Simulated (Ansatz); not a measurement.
The geometry is COD entry 9004178, unchecked; take it as a test cell. The listed cell was then made from it by scaling, straining or moving an atom.

ZnO: DFT, LDA, all-electron LAPW, scalar-relativistic (Ansatz 0.2.0). What sets it apart from a plain run of this crystal: volume scaled by 1.01.

Command: `ansatz run input.yaml --threads 1 --pin off --max-ram 4096MiB --backend cpu --events-out ev --progress --plain --runs-dir out` The run took 69 s on 1 thread of Arm Neoverse V1 (shared host), peak memory 0.41 GiB.

```yaml
crystal:
  lattice:
    - [3.2601941478, 0.0, 0.0]
    - [-1.6300970738, 2.8234109532, 0.0]
    - [0.0, 0.0, 5.2210884991]
  atoms:
    - { symbol: Zn, position: [0.3333333333, 0.6666666667, 0.0] }
    - { symbol: Zn, position: [0.6666666667, 0.3333333333, 0.5] }
    - { symbol: O, position: [0.3333333333, 0.6666666667, 0.3821] }
    - { symbol: O, position: [0.6666666667, 0.3333333333, 0.8821] }
kpoints:
  mp_grid: { grid: [8, 8, 5] }
  band_path:
    path:
      - [0.0, 0.0, 0.0]
      - [0.5, 0.0, 0.0]
      - [0.3333333333, 0.3333333333, 0.0]
      - [0.0, 0.0, 0.0]
      - [0.0, 0.0, 0.5]
      - [0.5, 0.0, 0.5]
      - [0.3333333333, 0.3333333333, 0.5]
      - [0.0, 0.0, 0.5]
      - [0.5, 0.0, 0.5]
    npoints: 5
scf:
  occupations: { method: fermi_dirac, width: 0.01 }
hamiltonian:
  xc: lda
  pseudopotentials: { kind: all_electron, lapw: { basis_error: 0.0005 } }
output:
  forces: true
  stress: true
  eigenvalues: true
```

Output (standing set-up lines are left out):

```
LAPW: plane waves up to 10.975 Å⁻¹, error target 5.0e-4 eV per atom; small_component_spin mean_spin; O in spheres of 0.891 Å, 8 of its electrons in bands, Dirac shells []; Zn in spheres of 1.090 Å, 20 of its electrons in bands, Dirac shells []
Crystal: 4 atoms, lattice volume = 48.059 Å³
Basis set: ecut = 458.8750409388915 eV, 1087 PW (Γ), exchange–correlation at level 2
iter 1 solved again at ethr=1.21e-2 eV; its pass at ethr=1.00e-1 eV (dr2=6.75e0 eV) is discarded
SCF iter   1: F=—  HF=-101677.114178 eV  |F-HF|=—  |Δ(HF+E_count)|=         —  Δρ=1.07e-1  dr2=6.75e0  ethr=1.21e-2  ⟨swp⟩=2.0  Hψ=6442  notcnv=0
preconditioner: auto → Resta (q_TF=auto, 2.799 Å⁻¹)  ε∞=6.3  [insulator: Δε(μ)=1.599 eV  Ē_g=13.905 eV  σ=0.010 eV  W_gap=1.00  n_scr=22 (ndim 8)  ℏωp=32.1 eV  f_vac=0.044  D(μ)=0.00/eV (n_scr^D=0)  ε∞_Penn≈6.3]
iter 2 solved again at ethr=2.54e-4 eV; its pass at ethr=1.21e-2 eV (dr2=1.42e-1 eV) is discarded
SCF iter   2: F=—  HF=-101674.430812 eV  |F-HF|=—  |Δ(HF+E_count)|=    2.68e0  Δρ=2.25e-2  dr2=1.42e-1  ethr=2.54e-4  ⟨swp⟩=2.0  Hψ=5409  notcnv=0
SCF iter   3: F=—  HF=-101674.199325 eV  |F-HF|=—  |Δ(HF+E_count)|=   2.31e-1  Δρ=2.57e-2  dr2=4.40e-1  ethr=2.53e-4  ⟨swp⟩=3.0  Hψ=3382  notcnv=0
SCF iter   4: F=—  HF=-101674.175957 eV  |F-HF|=—  |Δ(HF+E_count)|=         —  Δρ=7.36e-3  dr2=3.37e-2  ethr=2.53e-4  ⟨swp⟩=3.0  Hψ=3228  notcnv=0
the basis was enlarged: its passes take 334.5 KiB over the memory plan, 1 of 1 planned eigensolver slots
SCF iter   5: F=—  HF=-101674.070349 eV  |F-HF|=—  |Δ(HF+E_count)|=   1.06e-1  Δρ=3.46e-3  dr2=3.25e-3  ethr=6.01e-5  ⟨swp⟩=3.0  Hψ=3228  notcnv=0
SCF iter   6: F=—  HF=-101674.068735 eV  |F-HF|=—  |Δ(HF+E_count)|=   1.61e-3  Δρ=1.16e-3  dr2=9.82e-4  ethr=5.80e-6  ⟨swp⟩=3.0  Hψ=3195  notcnv=0
SCF iter   7: F=—  HF=-101674.068568 eV  |F-HF|=—  |Δ(HF+E_count)|=   1.67e-4  Δρ=2.70e-4  dr2=5.11e-5  ethr=1.75e-6  ⟨swp⟩=2.0  Hψ=2910  notcnv=0
SCF iter   8: F=—  HF=-101674.068573 eV  |F-HF|=—  |Δ(HF+E_count)|=   4.57e-6  Δρ=3.30e-5  dr2=7.23e-7  ethr=9.13e-8  ⟨swp⟩=2.8  Hψ=2973  notcnv=0
SCF iter   9: F=-101674.068573 eV  HF=-101674.068573 eV  |F-HF|=9.72e-9  |Δ(HF+E_count)|=   8.89e-9  Δρ=6.88e-6  dr2=2.81e-8  ethr=1.29e-9  ⟨swp⟩=2.0  Hψ=2910  notcnv=0
SCF 1 converged in 9 iterations: F = -101674.068573 eV  dr2 = 2.81e-8
NSCF: frozen V_eff on 41 k-points
SCF converged after 9 iterations
Free energy (F): -101674.068573 eV
Harris-Foulkes:  -101674.068573 eV  (|F-HF|=9.72e-9)
Internal energy: -101674.068573 eV  (E = F + TS)
E sigma→0 (E₀):  -101674.068573 eV
Fermi energy:    8.829081 eV
--- Per-component energies (eV) ---
  E_band       = -3141.357877
  E_kinetic    = 103408.472694
  E_xc         = -4193.297901
  E_electrostatic = -200889.243366  (all electrons and nuclei)
  E_smearing   = -0.000000  (= −TS)
  E_closure    = 0.000000  (closes the sum)
  E_atoms      = -101652.898813  (free atoms, spherical and without spin; not in F)
  Σ components = -101674.068573   (vs F -101674.068573, Δ=0.00e0)
  Basis errors (estimates in eV, not in F): energy 2.1e-4 per atom: plane waves 1.9e-4 (1.2e-4 summed), levels above the bands 0.0e0, relativity 5.9e-9, radial functions 1.5e-5, core shells 1.4e-9; eigenvalues (radial functions only) 3.0e-6; not estimated: angular momenta, meshes, grids; target (lapw.basis_error) 5.0e-4; muffin-tin radii O 0.891 Å, Zn 1.090 Å
--- Forces (eV/Å), atoms counted from 1 ---
  atom   1  Zn    -0.00000000     0.00000000     0.04010032
  atom   2  Zn     0.00000000    -0.00000000     0.04010032
  atom   3  O     -0.00000000     0.00000000    -0.04010748
  atom   4  O      0.00000000    -0.00000000    -0.04010748
  max |Σ_I F_I| component: 1.43e-5 eV/Å
--- Stress (GPa, compression-positive) ---
       -8.510186      -0.000000       0.000000
       -0.000000      -8.510186       0.000000
        0.000000       0.000000      -7.850845
  P = ⅓ Tr σ = -8.2904 GPa (-82.904 kbar)
--- Band table (eV; the first three rows and the last of 30) ---
  k-point 0: bands = ["-492.5007", "-492.5007", "-114.1312", "-114.1310", "-68.7910", "-68.7879", "-68.7798", "-68.7798", "-68.7792", "-68.7792", "-9.2546", "-8.4957", "2.7202", "2.7202", "2.8037", "2.8794", "2.8992", "2.8992", "3.8591", "3.8591", "4.0697", "4.0697", "4.3669", "7.6795", "7.6795", "8.3725", "8.4604", "8.4604", "9.1908", "13.4939", "16.5482", "21.0668", "21.0668", "22.2981"]
  k-point 1: bands = ["-492.5007", "-492.5007", "-114.1312", "-114.1311", "-68.7907", "-68.7882", "-68.7798", "-68.7798", "-68.7793", "-68.7793", "-9.1859", "-8.5721", "2.7096", "2.7288", "2.7288", "2.7334", "2.8728", "2.8728", "3.8867", "3.8867", "4.0579", "4.0579", "4.8142", "7.6472", "7.7555", "7.7555", "8.3876", "8.3876", "10.0365", "13.1905", "16.8228", "21.0459", "21.0764", "21.0764"]
  k-point 2: bands = ["-492.5007", "-492.5007", "-114.1311", "-114.1311", "-68.7900", "-68.7890", "-68.7796", "-68.7796", "-68.7794", "-68.7794", "-9.0024", "-8.7680", "2.5569", "2.5983", "2.7595", "2.7595", "2.8140", "2.8140", "3.9518", "3.9518", "4.0178", "4.0178", "5.7133", "6.6891", "7.9533", "7.9533", "8.1949", "8.1949", "11.2442", "12.3723", "17.6758", "19.1411", "21.2018", "21.2018"]
  k-point 29: bands = ["-492.5007", "-492.5007", "-114.1310", "-114.1310", "-68.7894", "-68.7893", "-68.7812", "-68.7811", "-68.7808", "-68.7806", "-8.3847", "-8.3539", "2.6457", "2.6958", "2.9404", "3.0985", "3.4222", "3.4235", "3.9005", "3.9255", "4.3060", "4.3502", "4.6725", "4.7738", "5.6211", "6.1803", "7.0870", "7.2818", "15.3827", "15.7335", "16.5339", "16.9274", "17.3217", "17.8437"]
```
